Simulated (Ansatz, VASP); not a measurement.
One calculation of Cu, two programs

File INCAR:

```
PREC = Accurate
ENCUT = 520
EDIFF = 1E-6
ISMEAR = -1
SIGMA = 0.08
LREAL = F
LASPH = T
NELM = 80
ALGO = Normal
ISIF = 2
LWAVE = F
LCHARG = T
GGA = PE
LELF = T
LVHAR = T
NBANDS = 18
```

The input KPOINTS:

```
regular mesh
0
Gamma
  13 13 13
```

Contents of POSCAR:

```
Cu
1.0
    0.0000000000      2.4848677890      2.4848677890
    2.4848677890      0.0000000000      2.4848677890
    2.4848677890      2.4848677890      0.0000000000
Cu
2
Direct
   -0.1250000000     -0.1250000000     -0.1250000000
    0.1250000000      0.1250000000      0.1250000000
```

Input for Ansatz:

```yaml
crystal:
  lattice:
    - [0.0, 2.484867789, 2.484867789]
    - [2.484867789, 0.0, 2.484867789]
    - [2.484867789, 2.484867789, 0.0]
  atoms:
    - { symbol: Cu, position: [-0.125, -0.125, -0.125] }
    - { symbol: Cu, position: [0.125, 0.125, 0.125] }
kpoints:
  mp_grid: { grid: [13, 13, 13] }
  band_path:
    path:
      - [0.0, 0.0, 0.0]
      - [0.5, 0.0, 0.5]
      - [0.625, 0.25, 0.625]
      - [0.375, 0.375, 0.75]
      - [0.0, 0.0, 0.0]
      - [0.5, 0.5, 0.5]
      - [0.5, 0.25, 0.75]
      - [0.5, 0.0, 0.5]
    npoints: 8
scf:
  occupations: { method: fermi_dirac, width: 0.08 }
hamiltonian:
  xc: pbe
  pseudopotentials: { kind: paw }
output:
  forces: true
  stress: true
  eigenvalues: true
  populations: true
  dos: { projected: true, de: 0.2, e_range: [-14, 8] }
  write_density: true
  write_potential: true
  elf: true
  volumetric_format: npy
```

Change from the starting cell: volume scaled by 0.8, PAW files.

Alike in both runs: task single point; functional PBE; k mesh 13 × 13 × 13; occupations fermi-dirac, width 0.08 eV; no spin polarisation.

|  | VASP | Ansatz |
| --- | --- | --- |
| version | VASP 6.6.1 | Ansatz 0.2.0 |
| potentials or method | VASP PAW PBE potentials, release 64 (Cu) | PAW with Ansatz's default frozen-core files, scalar-relativistic |
| plane-wave cutoff (eV) | 520 | 420 |
| valence electrons in the cell | 22 | 38 |

```tsv
	VASP	Ansatz	Ansatz less VASP
pressure (GPa)	21.2	21.1	-0.16
```

The functional is the same, so the differences come from potentials, cutoffs and numerics. The two sets of potentials don't hold the same shells in valence.

Caveats: so large a pressure means that the cell lies far from this level's equilibrium, or that cutoff or potentials fall short (VASP).
